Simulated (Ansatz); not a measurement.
# TiO₂: experiment and calculation

**What was measured.**

A printed reference work, textbook reports, for a bulk crystal of TiO2: lattice constant a 3.7842 Å; lattice constant c 9.5146 Å.

The results are compared with them further down.

All numbers below come from DFT PBE, scalar-relativistic, plane waves, PAW in Ansatz 0.2.0.

Cutoff 420 eV; k points 10×10×10 on the computed 6-atom cell (Γ-centred); Gaussian smearing, width 0.02 eV; no spin polarisation.

Relaxed structure, symmetry kept:

```cif
data_structure
_symmetry_space_group_name_H-M 'I4_1/amd:1'
_symmetry_Int_Tables_number 141
_cell_length_a 3.7992
_cell_length_b 3.7992
_cell_length_c 9.6970
_cell_angle_alpha 90.000
_cell_angle_beta 90.000
_cell_angle_gamma 90.000
_cell_volume 139.97
loop_
_atom_site_label
_atom_site_type_symbol
_atom_site_symmetry_multiplicity
_atom_site_Wyckoff_symbol
_atom_site_fract_x
_atom_site_fract_y
_atom_site_fract_z
_atom_site_occupancy
Ti1 Ti 4 a 0.00000 0.00000 0.00000 1
O1 O 8 e 0.00000 0.00000 0.20649 1
```

```
Space group                                                       : I4_1/amd (No. 141)
Volume per atom                                                   : 11.66 Å³
Formation energy from the elements' standard states (uncorrected) : -3.049 eV/atom
Kohn–Sham band gap                                                : 2.12 eV
Löwdin character of the top 1 eV of the valence band              : O 2p 93 %
Löwdin character of the lowest 1 eV of the conduction band        : Ti 3d 92 %
Bader charges (e)                                                 : Ti (2 in the cell) 2.28, O (4 in the cell) -1.14
```

A ferromagnetic start lost its moments in a first run, so spin was left out; other magnetic orders weren't tried.

Measured lattice constant a of TiO2: 3.7842 Å (a printed reference work, textbook). This calculation gives 3.799 Å (+0.4 %). Measured lattice constant c of TiO2: 9.5146 Å (a printed reference work, textbook). This calculation gives 9.697 Å (+1.9 %). The calculation is for 0 K without zero-point motion.